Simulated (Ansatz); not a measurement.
## Li: a prediction, then the measurements

The calculation used Ansatz 0.2.0, DFT PBE, scalar-relativistic, plane waves, PAW.

Settings: cutoff 420 eV, Γ-centred mesh 22×22×22 on the computed 1-atom cell, Gaussian smearing of 0.10 eV; no spin polarisation.

Relaxed structure:

```cif
data_structure
_symmetry_space_group_name_H-M 'Im-3m'
_symmetry_Int_Tables_number 229
_cell_length_a 3.4353
_cell_length_b 3.4353
_cell_length_c 3.4353
_cell_angle_alpha 90.000
_cell_angle_beta 90.000
_cell_angle_gamma 90.000
_cell_volume 40.54
loop_
_atom_site_label
_atom_site_type_symbol
_atom_site_symmetry_multiplicity
_atom_site_Wyckoff_symbol
_atom_site_fract_x
_atom_site_fract_y
_atom_site_fract_z
_atom_site_occupancy
Li1 Li 2 a 0.00000 0.00000 0.00000 1
```

| Property | Result |
| --- | --- |
| Space group | Im-3m (No. 229) |
| Volume per atom | 20.27 Å³ |
| Energy over the standard state (uncorrected) | 0.000 eV/atom |
| Kohn–Sham band gap | none (metal) |
| Density of states at the Fermi level | 0.5 states/eV per cell |

**Against measurements.**

Against the measured lattice constant a of Li, 3.49 Å (a printed reference work (data compilation)), the calculated 3.435 Å is off by -1.6 %. The calculation is for 0 K without zero-point motion.

The cell was reached from a generator's guess, though it ends in a space group that the Crystallography Open Database lists for this formula.
